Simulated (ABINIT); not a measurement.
# BAs (F-43m) in ABINIT: settings compared

Aim: see how the results for BAs move with the level of theory and the settings. Levels: LDA, BLYP+D3, RPBE. Tasks: equation of state, band structure.

Program: ABINIT 10.8.3 (patched build). These are calculated values, not measurements. Logs are shortened: lines on timing, memory, paths and dates and some standing lists are left out, and cuts for length are marked. The log counts tension as positive stress, the text compression.

**Experimental background.**

“Basic Physical Properties of Cubic Boron Arsenide”, 2019, arxiv:1911.11281 quotes, for a bulk crystal of BAs: bulk modulus 148 GPa.

The results are compared with them further down.

## (1) The structure

Symmetry: F-43m, No. 216, cubic system. Conventional cell: a = 4.777 Å, b = 4.777 Å, c = 4.777 Å, α = 90.00°, β = 90.00°, γ = 90.00°. As (site symmetry -43m) is surrounded by 4 B at 2.07 Å. Around B (site symmetry -43m) lie 4 As at 2.07 Å.

## (2) Equation of state, LDA

The input, run.abi:

```
ndtset 7
getwfk -1
scalecart1 3*0.9795861087
scalecart2 3*0.9864848297
scalecart3 3*0.9932883884
scalecart4 3*1.0000000000
scalecart5 3*1.0066227096
scalecart6 3*1.0131594038
scalecart7 3*1.0196128224

pp_dirpath "./"
pseudos "As.hgh, B.hgh"

acell 3*1.0
rprim
     0.0000000000     4.5136108487     4.5136108487
     4.5136108487     0.0000000000     4.5136108487
     4.5136108487     4.5136108487     0.0000000000
ntypat 2
znucl 33 5
natom 2
typat 1 2
xred
     0.7500000000     0.7500000000     0.7500000000
     0.0000000000     0.0000000000     0.0000000000

ecut 26.0

kptopt 1
ngkpt 10 10 10
nshiftk 1
shiftk 0.0 0.0 0.0

ixc 7

nband 8
occopt 3
tsmear 0.00183747

nstep 100
tolvrs 1.0e-10

iomode 3
prtwf 1
prtden 0
prteig 0
prtebands 0
```

Potentials or basis: HGH LDA.

Run with:

```bash
abinit run.abi > log 2>&1
```

run.abo:

```text
.Version 10.8.3 of ABINIT
 DATASET    1 : space group F-4 3 m (#216); Bravais cF (face-center cubic)
================================================================================
 Values of the parameters that define the memory need for DATASET  1.
     intxc =       0    ionmov =       0      iscf =       7    lmnmax =       6
     lnmax =       6     mgfft =      30  mpssoang =       3    mqgrid =    3001
     natom =       2  nloc_mem =       1    nspden =       1   nspinor =       1
    nsppol =       1      nsym =      24    n1xccc =       0    ntypat =       2
    occopt =       3   xclevel =       1
       mpw =        1109          nfft =       27000          nkpt =          47
================================================================================
================================================================================
[... 61 lines left out ...]
 DATASET    7 : space group F-4 3 m (#216); Bravais cF (face-center cubic)
================================================================================
 Values of the parameters that define the memory need for DATASET  7.
     intxc =       0    ionmov =       0      iscf =       7    lmnmax =       6
     lnmax =       6     mgfft =      30  mpssoang =       3    mqgrid =    3001
     natom =       2  nloc_mem =       1    nspden =       1   nspinor =       1
    nsppol =       1      nsym =      24    n1xccc =       0    ntypat =       2
    occopt =       3   xclevel =       1
       mpw =        1258          nfft =       27000          nkpt =          47
================================================================================
================================================================================

--------------------------------------------------------------------------------
------------- Echo of variables that govern the present computation ------------
--------------------------------------------------------------------------------
 -outvars: echo values of preprocessed input variables --------
            acell      1.0000000000E+00  1.0000000000E+00  1.0000000000E+00 Bohr
              amu      7.49215900E+01  1.08110000E+01
             ecut      2.60000000E+01 Hartree
           getwfk          -1
              ixc           7
           jdtset        1    2    3    4    5    6    7
         kptrlatt       10    0    0      0   10    0      0    0   10
          kptrlen1     6.25290353E+01
          kptrlen2     6.29693951E+01
          kptrlen3     6.34036805E+01
          kptrlen4     6.38320968E+01
          kptrlen5     6.42548382E+01
          kptrlen6     6.46720891E+01
          kptrlen7     6.50840244E+01
            natom           2
            nband           8
           ndtset           7
            ngfft          30      30      30
             nkpt          47
            nstep         100
             nsym          24
           ntypat           2
           occopt           3
           prtden           0
        prtebands           0
           prteig           0
            rprim1     0.0000000000E+00  4.4214704875E+00  4.4214704875E+00
                       4.4214704875E+00  0.0000000000E+00  4.4214704875E+00
                       4.4214704875E+00  4.4214704875E+00  0.0000000000E+00
            rprim2     0.0000000000E+00  4.4526086294E+00  4.4526086294E+00
                       4.4526086294E+00  0.0000000000E+00  4.4526086294E+00
                       4.4526086294E+00  4.4526086294E+00  0.0000000000E+00
            rprim3     0.0000000000E+00  4.4833172458E+00  4.4833172458E+00
                       4.4833172458E+00  0.0000000000E+00  4.4833172458E+00
                       4.4833172458E+00  4.4833172458E+00  0.0000000000E+00
            rprim4     0.0000000000E+00  4.5136108487E+00  4.5136108487E+00
                       4.5136108487E+00  0.0000000000E+00  4.5136108487E+00
                       4.5136108487E+00  4.5136108487E+00  0.0000000000E+00
            rprim5     0.0000000000E+00  4.5435031826E+00  4.5435031826E+00
                       4.5435031826E+00  0.0000000000E+00  4.5435031826E+00
                       4.5435031826E+00  4.5435031826E+00  0.0000000000E+00
            rprim6     0.0000000000E+00  4.5730072765E+00  4.5730072765E+00
                       4.5730072765E+00  0.0000000000E+00  4.5730072765E+00
                       4.5730072765E+00  4.5730072765E+00  0.0000000000E+00
            rprim7     0.0000000000E+00  4.6021354967E+00  4.6021354967E+00
                       4.6021354967E+00  0.0000000000E+00  4.6021354967E+00
                       4.6021354967E+00  4.6021354967E+00  0.0000000000E+00
          spgroup         216
           tolvrs      1.00000000E-10
           tsmear      1.83747000E-03 Hartree
            typat      1  2
           xangst1     3.5096121286E+00  3.5096121286E+00  3.5096121286E+00
                       0.0000000000E+00  0.0000000000E+00  0.0000000000E+00
           xangst2     3.5343285212E+00  3.5343285212E+00  3.5343285212E+00
                       0.0000000000E+00  0.0000000000E+00  0.0000000000E+00
           xangst3     3.5587039712E+00  3.5587039712E+00  3.5587039712E+00
                       0.0000000000E+00  0.0000000000E+00  0.0000000000E+00
           xangst4     3.5827499976E+00  3.5827499976E+00  3.5827499976E+00
                       0.0000000000E+00  0.0000000000E+00  0.0000000000E+00
           xangst5     3.6064775104E+00  3.6064775104E+00  3.6064775104E+00
                       0.0000000000E+00  0.0000000000E+00  0.0000000000E+00
           xangst6     3.6298968515E+00  3.6298968515E+00  3.6298968515E+00
                       0.0000000000E+00  0.0000000000E+00  0.0000000000E+00
           xangst7     3.6530178370E+00  3.6530178370E+00  3.6530178370E+00
                       0.0000000000E+00  0.0000000000E+00  0.0000000000E+00
            xcart1     6.6322057312E+00  6.6322057312E+00  6.6322057312E+00
                       0.0000000000E+00  0.0000000000E+00  0.0000000000E+00
            xcart2     6.6789129441E+00  6.6789129441E+00  6.6789129441E+00
                       0.0000000000E+00  0.0000000000E+00  0.0000000000E+00
            xcart3     6.7249758687E+00  6.7249758687E+00  6.7249758687E+00
                       0.0000000000E+00  0.0000000000E+00  0.0000000000E+00
            xcart4     6.7704162730E+00  6.7704162730E+00  6.7704162730E+00
                       0.0000000000E+00  0.0000000000E+00  0.0000000000E+00
            xcart5     6.8152547739E+00  6.8152547739E+00  6.8152547739E+00
                       0.0000000000E+00  0.0000000000E+00  0.0000000000E+00
            xcart6     6.8595109147E+00  6.8595109147E+00  6.8595109147E+00
                       0.0000000000E+00  0.0000000000E+00  0.0000000000E+00
            xcart7     6.9032032450E+00  6.9032032450E+00  6.9032032450E+00
                       0.0000000000E+00  0.0000000000E+00  0.0000000000E+00
             xred      7.5000000000E-01  7.5000000000E-01  7.5000000000E-01
                       0.0000000000E+00  0.0000000000E+00  0.0000000000E+00
            znucl       33.00000    5.00000

================================================================================

 chkinp: Checking input parameters for consistency, jdtset=   1.

 chkinp: Checking input parameters for consistency, jdtset=   2.
[... 33 lines left out ...]
 getcut: wavevector=  0.0000  0.0000  0.0000  ngfft=  30  30  30
         ecut(hartree)=     26.000   => boxcut(ratio)=   2.09252

--- Pseudopotential description ------------------------------------------------
- pspini: atom type   1  psp file is ./As.hgh
    3    1    2    0      2001   0.00000      pspcod,pspxc,lmax,lloc,mmax,r2well

 pspatm : COMMENT -
  the projectors are not normalized,
  so that the KB energies are not consistent with
  definition in PRB44, 8503 (1991).
  However, this does not influence the results obtained hereafter.

- pspini: atom type   2  psp file is ./B.hgh
    3    1    1    0      2001   0.00000      pspcod,pspxc,lmax,lloc,mmax,r2well

 pspatm : COMMENT -
  the projectors are not normalized,
  so that the KB energies are not consistent with
  definition in PRB44, 8503 (1991).
  However, this does not influence the results obtained hereafter.

   6.37609243E+01                                ecore*ucvol(ha*bohr**3)
--------------------------------------------------------------------------------

================================================================================

--- !BeginCycle
iteration_state: {dtset: 1, }
solver: {iscf: 7, nstep: 100, nline: 4, wfoptalg: 0, }
tolerances: {tolvrs: 1.00E-10, }
...
[... 1003 lines left out ...]
-Cartesian components of stress tensor (GPa)         [Pressure= -1.2447E+01 GPa]
- sigma(1 1)=  1.24469037E+01  sigma(3 2)=  0.00000000E+00
- sigma(2 2)=  1.24469037E+01  sigma(3 1)=  0.00000000E+00
- sigma(3 3)=  1.24469037E+01  sigma(2 1)=  0.00000000E+00

== END DATASET(S) ==============================================================
================================================================================

 -outvars: echo values of variables after computation  --------
            acell      1.0000000000E+00  1.0000000000E+00  1.0000000000E+00 Bohr
           etotal1    -9.2320840183E+00
           etotal2    -9.2323919491E+00
           etotal3    -9.2323110077E+00
           etotal4    -9.2318867106E+00
           etotal5    -9.2311432890E+00
           etotal6    -9.2301132142E+00
           etotal7    -9.2288286277E+00
            fcart1    -0.0000000000E+00 -0.0000000000E+00 -0.0000000000E+00
                      -0.0000000000E+00 -0.0000000000E+00 -0.0000000000E+00
            fcart2    -0.0000000000E+00 -0.0000000000E+00 -0.0000000000E+00
                      -0.0000000000E+00 -0.0000000000E+00 -0.0000000000E+00
            fcart3    -0.0000000000E+00 -0.0000000000E+00 -0.0000000000E+00
                      -0.0000000000E+00 -0.0000000000E+00 -0.0000000000E+00
            fcart4    -0.0000000000E+00 -0.0000000000E+00 -0.0000000000E+00
                      -0.0000000000E+00 -0.0000000000E+00 -0.0000000000E+00
            fcart5    -0.0000000000E+00 -0.0000000000E+00 -0.0000000000E+00
                      -0.0000000000E+00 -0.0000000000E+00 -0.0000000000E+00
[... 38 lines left out ...]
                       0.0000000000E+00  0.0000000000E+00  0.0000000000E+00
           xangst1     3.5096121286E+00  3.5096121286E+00  3.5096121286E+00
                       0.0000000000E+00  0.0000000000E+00  0.0000000000E+00
           xangst2     3.5343285212E+00  3.5343285212E+00  3.5343285212E+00
                       0.0000000000E+00  0.0000000000E+00  0.0000000000E+00
           xangst3     3.5587039712E+00  3.5587039712E+00  3.5587039712E+00
                       0.0000000000E+00  0.0000000000E+00  0.0000000000E+00
           xangst4     3.5827499976E+00  3.5827499976E+00  3.5827499976E+00
                       0.0000000000E+00  0.0000000000E+00  0.0000000000E+00
           xangst5     3.6064775104E+00  3.6064775104E+00  3.6064775104E+00
                       0.0000000000E+00  0.0000000000E+00  0.0000000000E+00
           xangst6     3.6298968515E+00  3.6298968515E+00  3.6298968515E+00
                       0.0000000000E+00  0.0000000000E+00  0.0000000000E+00
           xangst7     3.6530178370E+00  3.6530178370E+00  3.6530178370E+00
                       0.0000000000E+00  0.0000000000E+00  0.0000000000E+00
             xred      7.5000000000E-01  7.5000000000E-01  7.5000000000E-01
                       0.0000000000E+00  0.0000000000E+00  0.0000000000E+00
 Calculation completed.
```

Run time: 58 s. Hardware: 1 thread of Arm Neoverse V1, shared host; peak memory 0.11 GiB.

Results:

| Property | Result |
| --- | --- |
| Equilibrium volume | 13.16 Å³/atom |
| Bulk modulus | 145 GPa |
| Pressure derivative of the bulk modulus | 3.9 |

Energy against volume, from the lowest point:
| volume (Å³/atom) | energy (meV/atom) |
| --- | --- |
| 12.809 | 4.19 |
| 13.081 | 0.00 |
| 13.354 | 1.10 |
| 13.626 | 6.87 |
| 13.899 | 16.99 |
| 14.171 | 31.00 |
| 14.444 | 48.48 |

Caveat: the cutoff is too short for stress, so the log's stress isn't used; pressures at fixed basis lie under the slope of the energies; HGH potentials are hard and often keep d shells in the core, so these values are rough.

## (3) Equation of state, BLYP+D3

The input, run.abi:

```
ndtset 7
getwfk -1
scalecart1 3*0.9795861087
scalecart2 3*0.9864848297
scalecart3 3*0.9932883884
scalecart4 3*1.0000000000
scalecart5 3*1.0066227096
scalecart6 3*1.0131594038
scalecart7 3*1.0196128224

pp_dirpath "./"
pseudos "As.GGA_PBE-JTH.xml, B.GGA_PBE-JTH.xml"

acell 3*1.0 Angstrom
rprim
     0.0000000000     2.3885000000     2.3885000000
     2.3885000000     0.0000000000     2.3885000000
     2.3885000000     2.3885000000     0.0000000000
ntypat 2
znucl 33 5
natom 2
typat 1 2
xred
     0.7500000000     0.7500000000     0.7500000000
     0.0000000000     0.0000000000     0.0000000000

ecut 15.0
pawecutdg 30.0

kptopt 1
ngkpt 10 10 10
nshiftk 1
shiftk 0.0 0.0 0.0

ixc -106131
vdw_xc 6

nband 13
occopt 3
tsmear 0.05 eV

nstep 100
tolvrs 1.0e-9

iomode 3
prtwf 1
prtden 0
prteig 0
prtebands 0
enunit 2
```

Potentials or basis: JTH PAW PBE v2.0.

Run with:

```bash
abinit run.abi > log 2>&1
```

Run time: 76 s. Hardware: 1 thread of Arm Neoverse V1, shared host; peak memory 0.13 GiB.

It converged, with:

| Property | Result |
| --- | --- |
| Equilibrium volume | 13.99 Å³/atom |
| Bulk modulus | 123 GPa |
| Pressure derivative of the bulk modulus | 4.4 |

Energy against volume, from the lowest point:
```csv
volume (Å³/atom),energy (meV/atom)
12.809,44.72
13.081,25.40
13.354,11.86
13.626,3.56
13.899,0.00
14.171,0.63
14.444,5.11
```

Caveat: pressures at fixed basis lie under the slope of the energies; the PAW data sets were made with another functional, which shifts forces and pressure a little.

## (4) Band structure, RPBE, spin-orbit coupling, no magnetisation

The input, run.abi:

```
# Datasets: ground state, then fixed potential
ndtset 2

# Pseudopotentials
pp_dirpath "./"
pseudos "As.GGA_PBE-JTH.xml, B.GGA_PBE-JTH.xml"

# Structure
acell 6.3832096775 6.3832096775 6.3832096775
rprim
     0.0000000000     0.7071067812     0.7071067812
     0.7071067812     0.0000000000     0.7071067812
     0.7071067812     0.7071067812     0.0000000000
ntypat 2
znucl 33 5
natom 2
typat 1 2
xred
     0.7500000000     0.7500000000     0.7500000000
     0.0000000000     0.0000000000     0.0000000000

# Plane-wave basis
ecut 15.0
pawecutdg 30.0

# Exchange and correlation
ixc 15

# Bands and occupations
occopt 3
tsmear 0.05 eV

# Spin
nspinor 2
nspden 1
pawspnorb 1

# SCF cycle
nstep 100

# Output
iomode 3
prtwf 0
prteig 0
prtebands 0
enunit 2
prtden1 1

# Dataset 1
kptopt1 4
ngkpt1 10 10 10
nshiftk1 1
shiftk1 0.0 0.0 0.0
nband1 26
tolvrs1 1.0e-9

# Dataset 2: bands along G-X-W-K-G-L-U-W-L-K
iscf2 -2
getden2 1
nband2 34
nbdbuf2 2
tolwfr2 1.0e-12
kptopt2 -9
ndivsm2 5
prteig2 1
kptbounds2
     0.0000000000     0.0000000000     0.0000000000
     0.5000000000     0.0000000000     0.5000000000
     0.5000000000     0.2500000000     0.7500000000
     0.3750000000     0.3750000000     0.7500000000
     0.0000000000     0.0000000000     0.0000000000
     0.5000000000     0.5000000000     0.5000000000
     0.6250000000     0.2500000000     0.6250000000
     0.5000000000     0.2500000000     0.7500000000
     0.5000000000     0.5000000000     0.5000000000
     0.3750000000     0.3750000000     0.7500000000
```

Run with:

```bash
abinit run.abi > log 2>&1
```

Wall time 2.4 min (1 thread of Arm Neoverse V1, shared host); peak memory 0.13 GiB.

The run converged. Its results:

* Free energy: -3174.3743 eV
* Pressure: 5.4 GPa
* Band gap on the k mesh: 1.15 eV, indirect (least direct gap 3.07 eV)
* Band gap along the path: 1.15 eV, indirect (least direct gap 3.07 eV)
* Valence electrons inside the program's atomic spheres: As 12.80; B 1.78

Levels at the corners of the path, in eV from the valence-band top:
| point | band 14 | band 15 | band 16 | band 17 | band 18 | band 19 | band 20 | band 21 | band 22 | band 23 |
| --- | --- | --- | --- | --- | --- | --- | --- | --- | --- | --- |
| Γ | -0.20 | 0.00 | 0.00 | 0.00 | 0.00 | 3.07 | 3.07 | 3.28 | 3.28 | 3.28 |
| X | -8.63 | -4.22 | -4.22 | -4.09 | -4.09 | 1.39 | 1.39 | 1.44 | 1.44 | 11.30 |
| W | -8.13 | -5.62 | -5.48 | -5.25 | -5.23 | 5.23 | 5.24 | 5.90 | 5.90 | 6.74 |
| K | -8.22 | -6.05 | -5.96 | -3.56 | -3.55 | 2.01 | 2.02 | 5.50 | 5.53 | 9.17 |
| Γ | -0.20 | 0.00 | 0.00 | 0.00 | 0.00 | 3.07 | 3.07 | 3.28 | 3.28 | 3.28 |
| L | -8.86 | -1.96 | -1.96 | -1.82 | -1.82 | 2.64 | 2.64 | 4.69 | 4.69 | 4.77 |
| U | -8.22 | -6.05 | -5.96 | -3.56 | -3.55 | 2.01 | 2.02 | 5.50 | 5.53 | 9.17 |
| W | -8.13 | -5.62 | -5.48 | -5.25 | -5.23 | 5.23 | 5.24 | 5.90 | 5.90 | 6.74 |
| L | -8.86 | -1.96 | -1.96 | -1.82 | -1.82 | 2.64 | 2.64 | 4.69 | 4.69 | 4.77 |
| K | -8.22 | -6.05 | -5.96 | -3.56 | -3.55 | 2.01 | 2.02 | 5.50 | 5.53 | 9.17 |

Caveat: the PAW data sets were made with another functional, which shifts forces and pressure a little.

## (5) Comparison with measurements

Step 3. Measured bulk modulus of BAs: 148 GPa (quoted in “Basic Physical Properties of Cubic Boron Arsenide”, 2019, arxiv:1911.11281). This calculation gives 123 GPa (-16.6 %). The fit is for a static lattice scaled at fixed shape and fixed fractional positions.
